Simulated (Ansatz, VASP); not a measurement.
# TaN: VASP beside Ansatz

File INCAR:

```
SYSTEM = TaN
ALGO = Normal ; EDIFF = 1E-6
ENCUT = 520 ; GGA = PS
ISIF = 2 ; ISMEAR = -1
LASPH = .TRUE. ; LCHARG = .FALSE.
LREAL = .FALSE. ; LWAVE = .FALSE.
NBANDS = 15 ; NELM = 80
PREC = Accurate ; SIGMA = 0.02
```

File KPOINTS:

```
k-points
0
G
  9 9 9
  0 0 0
```

File POSCAR:

```
TaN
1.0
    0.0000000000      2.2217363401      2.2217363401
    2.2217363401      0.0000000000      2.2217363401
    2.2217363401      2.2217363401      0.0000000000
Ta N
1 1
Direct
    0.5000000000      0.5000000000      0.5000000000
    0.0000000000      0.0000000000      0.0000000000
```

Input for Ansatz:

```yaml
crystal:
  lattice:
    - [0.0, 2.2217363401, 2.2217363401]
    - [2.2217363401, 0.0, 2.2217363401]
    - [2.2217363401, 2.2217363401, 0.0]
  atoms:
    - { symbol: Ta, position: [0.5, 0.5, 0.5] }
    - { symbol: "N", position: [0.0, 0.0, 0.0] }
kpoints:
  mp_grid: { grid: [9, 9, 9] }
scf:
  occupations: { method: fermi_dirac, width: 0.02 }
hamiltonian:
  xc: pbesol
  pseudopotentials: { kind: all_electron, lapw: { basis_error: 0.0005 } }
output:
  forces: true
  stress: true
  eigenvalues: true
```

Change from the starting cell: volume scaled by 1.06.

Alike in both runs: task single point; functional PBEsol; k mesh 9 × 9 × 9; occupations fermi-dirac, width 0.02 eV; no spin polarisation.

```csv
,VASP,Ansatz
version,VASP 6.6.1,Ansatz 0.2.0
potentials or method,"VASP PAW PBE potentials, release 64 (Ta_pv, N)","all-electron LAPW, scalar-relativistic"
plane-wave cutoff (eV),520,see its input
```

VASP gave:

- pressure (GPa): -14.2

Task: What did Ansatz give for the same quantities?

Result: Pressure (GPa): -14.9.

Ansatz ran all-electron here, so the differences hold the error of VASP's frozen core and of both bases.

Caveats: the PAW data sets were made with another functional, which shifts forces and pressure a little (VASP). Spin-orbit coupling is left out, which matters for the levels of Ta.
